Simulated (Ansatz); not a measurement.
A run of Ansatz 0.2.0:

input.yaml

```yaml
crystal:
  lattice:
    - [3.9975858431, 0.0, 0.0]
    - [-1.9987929216, 3.462010894, 0.0]
    - [0.0, 0.0, 6.59937795]
  atoms:
    - { symbol: Ge, position: [0.3333333333, 0.6666666667, 0.93709875] }
    - { symbol: Ge, position: [0.6666666667, 0.3333333333, 0.43709875] }
    - { symbol: Ge, position: [0.3333333333, 0.6666666667, 0.56290125] }
    - { symbol: Ge, position: [0.6666666667, 0.3333333333, 0.06290125] }
kpoints:
  mp_grid: { grid: [8, 8, 4] }
scf:
  occupations: { method: fermi_dirac, width: 0.05 }
hamiltonian:
  xc: pbesol
  pseudopotentials: { kind: all_electron, lapw: { basis_error: 0.001 } }
output:
  forces: true
  stress: true
  eigenvalues: true
  populations: true
```

Potentials or basis: all-electron LAPW, scalar-relativistic.

Command:

```console
$ ansatz run input.yaml --threads 2 --pin off --max-ram 8192MiB --backend cpu --events-out ev --progress --plain --runs-dir out
```

Hardware: 2 threads of Intel(R) Xeon(R) Processor @ 2.50GHz (Skylake/Cascade Lake), with other jobs on the host.

Q: How long does it take, and how much memory?

A: It took 33 s on 2 threads of Intel(R) Xeon(R) Processor @ 2.50GHz (Skylake/Cascade Lake), on a shared host, peak memory 0.51 GiB. Counts: scf iterations 8, plane waves 1129, k points 30, bands 53.
